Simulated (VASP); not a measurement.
# C (R-3m) in VASP: reference runs

Aim: a first look at C with PBE, on the cell as given.

Everything below comes from runs of VASP 6.6.1. Logs are shortened: lines on timing, memory, paths and dates and some standing lists are left out, and cuts for length are marked.

### 1 The crystal as given

The structure is trigonal, space group R-3m (No. 166). The conventional cell has a = 2.466 Å, b = 2.466 Å, c = 24.848 Å, α = 90.00°, β = 90.00°, γ = 120.00°. C (site symmetry 3m) has 3 C at 1.42 Å as nearest neighbours. Around C (site symmetry 3m) lie 3 C at 1.42 Å.

This isn't the form of C at room conditions, which is graphite.

### 2 Single point, PBE

INCAR

```
PREC = Accurate ; ENCUT = 520
EDIFF = 1E-7 ; ISMEAR = -1
SIGMA = 0.05 ; LREAL = False
LASPH = True ; NELM = 100
ALGO = Normal ; ISIF = 2
LWAVE = False ; LCHARG = False
GGA = PE ; NBANDS = 16
```

KPOINTS

```
regular mesh
0
Gamma
  12 12 12
```

POSCAR

```
C
1.0
    1.2331880975      0.7119814801      8.2826151019
   -1.2331880975      0.7119814801      8.2826151019
    0.0000000000     -1.4239629601      8.2826151019
C
4
Direct
    0.0871730800      0.0871730800      0.0871730800
    0.7538500600      0.7538500600      0.7538500600
    0.2461499400      0.2461499400      0.2461499400
    0.9128269200      0.9128269200      0.9128269200
```

Potentials or basis: VASP PAW PBE potentials, release 64 (C).

The run is started by

```
$ cat potpaw_PBE.64/C/POTCAR > POTCAR
$ mpirun -np 1 vasp_std > vasp.out
```

OUTCAR:

```text
PREC = Accurate
   ENCUT = 520
   EDIFF = 1E-7
   ISMEAR = -1
   LREAL = False
   LASPH = True
   NELM = 100
   ISIF = 2
   GGA = PE

 ion  position               nearest neighbor table
   1  0.087  0.087  0.087-   2 1.42   2 1.42   2 1.42
   2  0.754  0.754  0.754-   1 1.42   1 1.42   1 1.42
   3  0.246  0.246  0.246-   4 1.42   4 1.42   4 1.42
   4  0.913  0.913  0.913-   3 1.42   3 1.42   3 1.42

  LATTYP: Found a trigonal (rhomboedric) cell.
 ALAT       =     8.4041289518
 COS(alpha) =     0.9569371044

  Lattice vectors:

 A1 = (   1.2331880975,   0.7119814801,   8.2826151019)
 A2 = (  -1.2331880975,   0.7119814801,   8.2826151019)
 A3 = (   0.0000000000,  -1.4239629601,   8.2826151019)

Analysis of symmetry for initial positions (statically):
=====================================================================
 Subroutine PRICEL returns:
 Original cell was already a primitive cell.

 Routine SETGRP: Setting up the symmetry group for a
 trigonal (rhombohedral) supercell.

 Subroutine GETGRP returns: Found 12 space group operations
 (whereof 12 operations were pure point group operations)
 out of a pool of 12 trial point group operations.

The static configuration has the point symmetry D_3d.

Analysis of symmetry for dynamics (positions and initial velocities):
=====================================================================
 Subroutine PRICEL returns:
 Original cell was already a primitive cell.

 Routine SETGRP: Setting up the symmetry group for a
 trigonal (rhombohedral) supercell.

 Subroutine GETGRP returns: Found 12 space group operations
 (whereof 12 operations were pure point group operations)
 out of a pool of 12 trial point group operations.

The dynamic configuration has the point symmetry D_3d.

 Subroutine INISYM returns: Found 12 space group operations
 (whereof 12 operations are pure point group operations),
 and found     1 'primitive' translations

----------------------------------------------------------------------------------------

                                     Primitive cell

  volume of cell :      43.6332

  direct lattice vectors                    reciprocal lattice vectors
     1.233188098  0.711981480  8.282615102     0.405453151  0.234088486  0.040244938
    -1.233188098  0.711981480  8.282615102    -0.405453151  0.234088486  0.040244938
     0.000000000 -1.423962960  8.282615102     0.000000000 -0.468176972  0.040244938

  length of vectors
     8.404128952  8.404128952  8.404128952     0.469903535  0.469903535  0.469903535

  position of ions in fractional coordinates (direct lattice)
     0.087173080  0.087173080  0.087173080
     0.753850060  0.753850060  0.753850060
     0.246149940  0.246149940  0.246149940
     0.912826920  0.912826920  0.912826920

  ion indices of the primitive-cell ions
   primitive index   ion index
                 1           1
                 2           2
                 3           3
                 4           4

----------------------------------------------------------------------------------------

 KPOINTS: regular mesh

Automatic generation of k-mesh.
 Grid dimensions read from file:
 generate k-points for:   12   12   12

 Generating k-lattice:

  Cartesian coordinates                     Fractional coordinates (reciprocal lattice)
     0.033787763  0.019507374  0.003353745     0.083333333  0.000000000  0.000000000
    -0.033787763  0.019507374  0.003353745     0.000000000  0.083333333  0.000000000
     0.000000000 -0.039014748  0.003353745     0.000000000  0.000000000  0.083333333

  Length of vectors
     0.039158628  0.039158628  0.039158628

  Shift w.r.t. Gamma in fractional coordinates (k-lattice)
     0.000000000  0.000000000  0.000000000

 Subroutine IBZKPT returns following result:
 ===========================================

 Found    189 irreducible k-points:

 Following reciprocal coordinates:
            Coordinates               Weight
  0.000000  0.000000  0.000000      1.000000
  0.083333  0.000000 -0.000000      6.000000
  0.166667 -0.000000 -0.000000      6.000000
  0.250000  0.000000 -0.000000      6.000000
  0.333333  0.000000 -0.000000      6.000000
  0.416667  0.000000 -0.000000      6.000000
[... 16 lines left out ...]
  0.500000  0.166667 -0.000000     12.000000
 -0.416667  0.166667  0.000000     12.000000
 [... further k-points ...]
   k-points           NKPTS =    189   k-points in BZ     NKDIM =    189   number of bands    NBANDS=     16
   number of dos      NEDOS =    301   number of ions     NIONS =      4
   total plane-waves  NPLWV = 262144
   dimension x,y,z NGX =    64 NGY =   64 NGZ =   64
   dimension x,y,z NGXF=   128 NGYF=  128 NGZF=  128
   ions per type =               4
   NGX,Y,Z   is equivalent  to a cutoff of  12.66, 12.66, 12.66 a.u.
   NGXF,Y,Z  is equivalent  to a cutoff of  25.32, 25.32, 25.32 a.u.
 SYSTEM =  unknown system
   PREC   = accura    normal or accurate (medium, high low for compatibility)
   ISTART =      0    job   : 0-new  1-cont  2-samecut
   ICHARG =      2    charge: 1-file 2-atom 10-const
   ISPIN  =      1    spin polarized calculation?
   LNONCOLLINEAR =      F non collinear calculations
   LSORBIT =      F    spin-orbit coupling
   LASPH  =      T    aspherical Exc in radial PAW
   ENCUT  =  520.0 eV  38.22 Ry    6.18 a.u.  15.63 15.63 15.63*2*pi/ulx,y,z
   NELM   =    100;   NELMIN=  2; NELMDL= -5     # of ELM steps
   EDIFF  = 0.1E-06   stopping-criterion for ELM
   LREAL  =      F    real-space projection
   EDIFFG = 0.1E-05   stopping-criterion for IOM
   NSW    =      0    number of steps for IOM
   IBRION =     -1    ionic relax: 0-MD 1-quasi-New 2-CG
   NFREE  =      0    steps in history (QN), initial steepest desc. (CG)
   ISIF   =      2    stress and relaxation
   ISYM   =      2    0-nonsym 1-usesym 2-fastsym
   POTIM  = 0.5000    time-step for ionic-motion
   TEBEG  =    0.0;   TEEND  =   0.0 temperature during run
   PSTRESS=    0.0 pullay stress
   NELECT =      16.0000    total number of electrons
   NUPDOWN=      -1.0000    fix difference up-down
   EMIN   =  10.00;   EMAX   =-10.00  energy-range for DOS
   EFERMI =   0.00;   METHOD = LEGACY
   ISMEAR =    -1;   SIGMA  =   0.05  broadening in eV -4-tet -1-fermi 0-gaus
   EFERMI_NEDOS =   21; number of points for ismear=-14 and -15
   IALGO  =     38    algorithm
   IMIX   =      4    mixing-type and parameters
     AMIX     =   0.40;   BMIX     =  1.00
     AMIX_MAG =   1.60;   BMIX_MAG =  1.00
  volume/ion in A,a.u.               =      10.91        73.61
  Fermi-wavevector in a.u.,A,eV,Ry     =   1.171771  2.214325 18.681428  1.373046
  Thomas-Fermi vector in A             =   2.308209
   LORBIT       =      0    0 simple, 1 ext, 2 COOP (PROOUT), +10 PAW based schemes
   GGA     = PE    functional components
   LHFCALC =     F    Hartree Fock is set to
   AEXX    =    0.0000 exact exchange contribution
   IVDW    =     0    specifies the selected vdW correction
   LEPSILON=     F    determine dielectric tensor
   LRPA    =     F    only Hartree local field effects (RPA)
 non-spin polarized calculation
  energy-cutoff  :      520.00
  volume of cell :       43.63
 maximum number of plane-waves:      1195
   NGX = 31   NGY = 31   NGZ = 31

 number of electron      16.0000001 magnetization

 Free energy of the ion-electron system (eV)
  ---------------------------------------------------
  ext. energy  EPLUGINS =         0.00000000
  ---------------------------------------------------
  free energy    TOTEN  =       -36.89407925 eV

  energy without entropy =      -36.89242300  energy(sigma->0) =      -36.89325113

 E-fermi :   3.0008     XC(G=0):  -8.9011

 val. band max:        2.9091178998   @ k =  -0.3333   0.3333   0.0000
 cond. band min:       3.0913196203   @ k =  -0.1667   0.5000   0.1667
 fundamental gap:      0.1822017205
 Fermi energy:         3.0008298745

 k-point     1 :       0.0000    0.0000    0.0000
  band No.  band energies     occupation
      1     -16.5410      2.00000
      2     -16.4881      2.00000
      3      -4.9084      2.00000
      4      -4.2973      2.00000
      5      -0.0427      2.00000
      6      -0.0427      2.00000
[... 8 lines left out ...]
     15      13.9843      0.00000
     16      14.4020      0.00000

 k-point     2 :       0.0833    0.0000   -0.0000
  band No.  band energies     occupation
      1     -16.3765      2.00000
      2     -16.3246      2.00000
      3      -4.7095      2.00000
      4      -4.1054      2.00000
      5      -0.6942      2.00000
      6      -0.6905      2.00000
[... 8 lines left out ...]
     15      13.8343      0.00000
     16      13.8845      0.00000

 k-point     3 :       0.1667   -0.0000   -0.0000
  band No.  band energies     occupation
      1     -15.8851      2.00000
      2     -15.8355      2.00000
      3      -4.1178      2.00000
      4      -3.5352      2.00000
      5      -2.3337      2.00000
      6      -2.3267      2.00000
[... 8 lines left out ...]
     15      13.8377      0.00000
     16      13.8463      0.00000

 k-point     4 :       0.2500    0.0000   -0.0000
  band No.  band energies     occupation
      1     -15.0726      2.00000
      2     -15.0267      2.00000
      3      -4.4339      2.00000
      4      -4.4225      2.00000
      5      -3.1518      2.00000
      6      -2.6063      2.00000
[... 8 lines left out ...]
     15      15.8340      0.00000
     16      16.3828      0.00000
[... 324 lines left out ...]
 k-point    22 :       0.4167    0.1667   -0.0000
  band No.  band energies     occupation
      1     -13.4781      2.00000
      2     -13.4426      2.00000
      3      -6.5013      2.00000
      4      -6.4847      2.00000
      5      -4.4740      2.00000
      6      -4.4669      2.00000
[... 8 lines left out ...]
     15      15.8094      0.00000
     16      16.0945      0.00000

 k-point    23 :       0.5000    0.1667   -0.0000
  band No.  band energies     occupation
      1     -12.1000      2.00000
      2     -12.0699      2.00000
      3      -8.4139      2.00000
      4      -8.3909      2.00000
      5      -5.0496      2.00000
      6      -5.0424      2.00000
[... 8 lines left out ...]
     15      16.1807      0.00000
     16      16.3549      0.00000

 k-point    24 :      -0.4167    0.1667    0.0000
  band No.  band energies     occupation
      1     -10.8680      2.00000
      2     -10.8396      2.00000
      3      -9.8456      2.00000
      4      -9.8220      2.00000
      5      -5.2344      2.00000
      6      -5.2269      2.00000
[... 8 lines left out ...]
     15      14.5194      0.00000
     16      16.1987      0.00000

 [... further k-points ...]

------------------------ aborting loop because EDIFF is reached ----------------------------------------

  FORCE on cell =-STRESS in cart. coord.  units (eV):
  Direction    XX          YY          ZZ          XY          YZ          ZX
  --------------------------------------------------------------------------------------
  -------------------------------------------------------------------------------------
  Total        0.1750033      0.1750033      0.0437983     -0.0000000      0.0000000      0.0000000
  in kB        6.4259907      6.4259907      1.6082412     -0.0000000      0.0000000      0.0000000
  external PRESSURE =       4.8200742 kB  Pullay stress =       0.0000000 kB

 VOLUME and BASIS-vectors are now :
 -----------------------------------------------------------------------------
  energy-cutoff  :      520.00
  volume of cell :       43.63
      direct lattice vectors                 reciprocal lattice vectors
     1.233188098  0.711981480  8.282615102     0.405453151  0.234088486  0.040244938
    -1.233188098  0.711981480  8.282615102    -0.405453151  0.234088486  0.040244938
     0.000000000 -1.423962960  8.282615102     0.000000000 -0.468176972  0.040244938

 POSITION                                       TOTAL-FORCE (eV/Angst)
 -----------------------------------------------------------------------------------
      0.00000      0.00000      2.16606         0.000000     -0.000000     -0.004142
      0.00000      0.00000     18.73155         0.000000     -0.000000     -0.011323
      0.00000      0.00000      6.11630         0.000000      0.000000      0.011323
      0.00000      0.00000     22.68178         0.000000      0.000000      0.004142
 -----------------------------------------------------------------------------------
    total drift:                                0.000000     -0.000000      0.000000

  FREE ENERGIE OF THE ION-ELECTRON SYSTEM (eV)
  ---------------------------------------------------
  free  energy   TOTEN  =       -36.8940792527 eV

  energy  without entropy=      -36.8924229979  energy(sigma->0) =      -36.89325113
```

Wall time 11 min (1 thread of Intel Xeon Platinum 8488C (Sapphire Rapids), shared host); peak memory 0.57 GiB.

Results:

- Free energy: -36.8941 eV
- Pressure: 0.5 GPa
- Largest force: 0.011 eV/Å
- Band gap on the k mesh: 0.18 eV, direct

Forces on the atoms (eV/Å):
```
C    0.000  0.000 -0.004
C    0.000  0.000 -0.011
C    0.000  0.000  0.011
C    0.000  0.000  0.004
```
